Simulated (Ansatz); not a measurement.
## SiGe under pressure

The calculation used DFT r2SCAN, scalar-relativistic, plane waves, PAW (Ansatz 0.2.0). (500 eV cutoff, 12×12×4 k-mesh, Gaussian smearing of 0.02 eV, no spin polarisation)

The relaxed crystal:

```
Si Ge
1.0
     3.90438    0.00000    0.00000
    -1.95219    3.38129    0.00000
     0.00000    0.00000    6.45368
Si Ge
2 2
Direct
  0.66667 0.33333 0.87447
  0.33333 0.66667 0.37447
  0.66667 0.33333 0.50053
  0.33333 0.66667 0.00053
```

Cell and atoms are relaxed at each pressure within the symmetry of the start, at zero temperature, so transitions that lower the symmetry aren't seen. The k-mesh given is that at zero pressure and may differ at others. a, b and c are the lengths of the cell vectors above. Gaps are generalised Kohn–Sham gaps over the whole zone.

```csv
P (GPa),V (Å³/atom),V/V0,a (Å),b (Å),c (Å)
-3,22.15,1.040,3.955,3.955,6.539
0,21.30,1.000,3.904,3.904,6.454
3,20.60,0.967,3.861,3.861,6.384
8,19.67,0.923,3.800,3.800,6.291
15,18.65,0.875,3.731,3.731,6.187
30,17.08,0.802,3.619,3.619,6.022
60,15.10,0.709,3.462,3.462,5.820
```

(1) What bulk modulus and pressure derivative fit these points?

(2) Which cell vector or vectors give way most up to 60 GPa?

(3) What does pressure do to the gap?

## Answers

(1) A third-order Birch–Murnaghan fit gives B0 = 86 GPa and B0' = 4.1.

(2) a and b: the changes are a -11.3 %, b -11.3 %, c -9.8 %.

(3) The gaps are 0.67 eV at -3 GPa, 0.66 eV at 0 GPa, 0.61 eV at 3 GPa, 0.53 eV at 8 GPa, 0.42 eV at 15 GPa, 0.22 eV at 30 GPa, metal at 60 GPa. It closes between 30 and 60 GPa.